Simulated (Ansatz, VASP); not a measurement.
# Two plane-wave programs on Sr

```
Sr
1.0
     0.00000    3.51214    2.28289
     3.51214    0.00000    2.28289
     3.51214    3.51214    0.00000
Sr
1
Cartesian
  0.0000 0.0000 0.0000
```

Alike in both runs: task single point; functional PBE; k mesh 16 × 16 × 16; occupations gaussian, width 0.15 eV; no spin polarisation.

```csv
,VASP,Ansatz
version,VASP 6.6.1,Ansatz 0.2.0
potentials or method,"VASP PAW PBE potentials, release 64 (Sr_sv)","scalar-relativistic, plane waves, PAW"
plane-wave cutoff (eV),520,420
valence electrons in the cell,10,10
```

|  | VASP | Ansatz | Ansatz less VASP |
| --- | --- | --- | --- |
| gap on the k mesh at the Fermi level (eV) | none | none | - |
| pressure (GPa) | -0.4 | -0.4 | 0.00 |
| largest component of the traceless stress (GPa) | 0.19 | 0.19 | -0.005 |

A gap of «none» marks a metal or a gap that the smearing closes.
